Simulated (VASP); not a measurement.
A run of VASP 6.6.1:

INCAR

```
SYSTEM = SnO2
  ALGO = Fast
  EDIFF = 1E-7
  ENCUT = 520
  ISIF = 2
  ISMEAR = 0
  LASPH = .TRUE.
  LCHARG = .TRUE.
  LELF = .TRUE.
  LREAL = .FALSE.
  LVHAR = .TRUE.
  LWAVE = .FALSE.
  NBANDS = 35
  NELM = 80
  PREC = Accurate
  SIGMA = 0.02
```

File KPOINTS:

```
k-points
0
G
  6 6 8
  0 0 0
```

File POSCAR:

```
SnO2
1.0
    4.7223571551      0.0000000000      0.0000000000
    0.0000000000      4.7223571551      0.0000000000
    0.0000000000      0.0000000000      3.1904448190
Sn O
2 4
Direct
    0.0000000000      0.0000000000      0.0000000000
    0.5000000000      0.5000000000      0.5000000000
    0.3060667941      0.3060667941      0.0000000000
    0.1939332059      0.8060667941      0.5000000000
    0.6939332059      0.6939332059      0.0000000000
    0.8060667941      0.1939332059      0.5000000000
```

Potentials or basis: VASP PAW LDA potentials, release 64 (Sn_d, O).

The run is started by

```bash
$ cat potpaw_LDA.64/Sn_d/POTCAR potpaw_LDA.64/O/POTCAR > POTCAR
$ mpirun -np 1 vasp_std > vasp.out
```

Hardware: 1 thread of Intel(R) Xeon(R) Platinum 8488C (Sapphire Rapids), on a shared host.

Problem. How long does it take, and how much memory?

Solution. Wall time 83 s on 1 thread of Intel(R) Xeon(R) Platinum 8488C (Sapphire Rapids) (shared host), peak memory 0.21 GiB. Counts: scf iterations 19, k points 50.
